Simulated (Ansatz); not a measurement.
Hg: what changed settings do

The reference input for Ansatz (plane-wave DFT with PAW):

```yaml
crystal:
  lattice:
    - [0.0, 2.3919113801, 2.3919113801]
    - [2.3919113801, 0.0, 2.3919113801]
    - [2.3919113801, 2.3919113801, 0.0]
  atoms:
    - { symbol: Hg, position: [0.0, 0.0, 0.0] }
basis:
  ecutwfc: 420
kpoints:
  mp_grid: { grid: [8, 8, 8] }
hamiltonian:
  xc: pbe
scf:
  occupations: { method: gaussian, width: 0.1 }
output:
  forces: true
  stress: true
  eigenvalues: true
```

Command:

```bash
ansatz run input.yaml --threads 1 --pin off --max-ram 1331MiB --backend cpu --events-out ev --progress --plain --runs-dir out
```

The run converges in 6 SCF iterations on 29 irreducible k-points: pressure 1.78 GPa, no gap.

Settings here are deliberately varied, not converged. Each trial's input is given as a difference from the reference's; energies are extrapolated to zero smearing where there is one, and pressure is positive in compression. Charged cells sit in a uniform background, and their pressures hang on that convention.

Trial 1:

```diff
-basis:
-  ecutwfc: 420
+basis: {}
 kpoints:
-  mp_grid: { grid: [8, 8, 8] }
+  mp_grid: { grid: [3, 1, 4] }
 hamiltonian:
+  pseudopotentials: { kind: nc }
 scf:
+  mixing: { ndim: 2, preconditioner: ldos }
+  initial_density: { chi_scale: 0, normalization: atom }
+  convergence: { dr2_threshold: "1e-8 eV" }
+  max_iter: 87
```

The run converges in 8 SCF iterations on 7 irreducible k-points: at 898 eV, the cutoff that these potentials take when none is typed, pressure -12.10 GPa, gap on the sampled k-points 0.83 eV (the reference is a metal, so it comes from the sampling or the changed settings). It warns that the SCF threshold is loose for the stress; that the mesh lowers the symmetry.

Trial 2:

```diff
 hamiltonian:
-  xc: pbe
+  xc: rpbe
 scf:
+  n_extra_bands: 12
+  max_iter: 100
+magnetization:
+  spin_polarized: true
```

The run converges in 8 SCF iterations on 29 irreducible k-points: pressure 4.21 GPa, no gap, cell moment 0.00 μB. It warns that no starting moments were given.

Trial 3:

```diff
 kpoints:
-  mp_grid: { grid: [8, 8, 8] }
+  mp_grid: { grid: [2, 2, 2] }
 scf:
-  occupations: { method: gaussian, width: 0.1 }
+  occupations: { method: fermi_dirac, width: "0.01 Ry" }
```

The run converges in 6 SCF iterations on 3 irreducible k-points: energy 1.83 eV per atom above the reference, pressure 6.97 GPa, no gap.

Trial 4 (the one atom moved, which only shifts the crystal as a whole):

```diff
 crystal:
   atoms:
-    - { symbol: Hg, position: [0.0, 0.0, 0.0] }
+    - { symbol: Hg, position: [-0.0211524623, 0.0341715397, -0.0138541582] }
+total_charge: -2
 basis:
-  ecutwfc: 420
+  ecutwfc: 280
```

The run converges in 9 SCF iterations on 29 irreducible k-points: pressure 28.59 GPa (with the neutralising background of the charged cell), no gap. It warns that the cutoff lies under the recommended one, 420 eV for these potentials.

Trial 5:

```diff
 kpoints:
+  band_path: { path: [VBM, CBM], npoints: 5 }
 hamiltonian:
+  hubbard: { sites: [{ species: Hg, l: d, u_eff: 2.0 }] }
+  dispersion: d3bj
 scf:
-  occupations: { method: gaussian, width: 0.1 }
+  occupations: { method: tetrahedron }
```

The run converges in 6 SCF iterations on 29 irreducible k-points: pressure 0.21 GPa, no gap. It warns that the printed bands weren't solved further after the SCF; that the count of filled bands differs between k-points; that forces and stress under tetrahedra may miss the energy's slope. Under a U the state reached may not be the lowest.

Trial 6:

```diff
 basis:
-  ecutwfc: 420
+  ecutwfc: 170
 hamiltonian:
+  hubbard: { sites: [{ species: Hg, l: d, u: 6.3, j: 0.74 }] }
```

The run converges in 7 SCF iterations on 29 irreducible k-points: pressure 27.49 GPa (unreliable at so low a cutoff), no gap. It warns that the cutoff lies under the recommended one, 420 eV for these potentials; that the count of filled bands differs between k-points.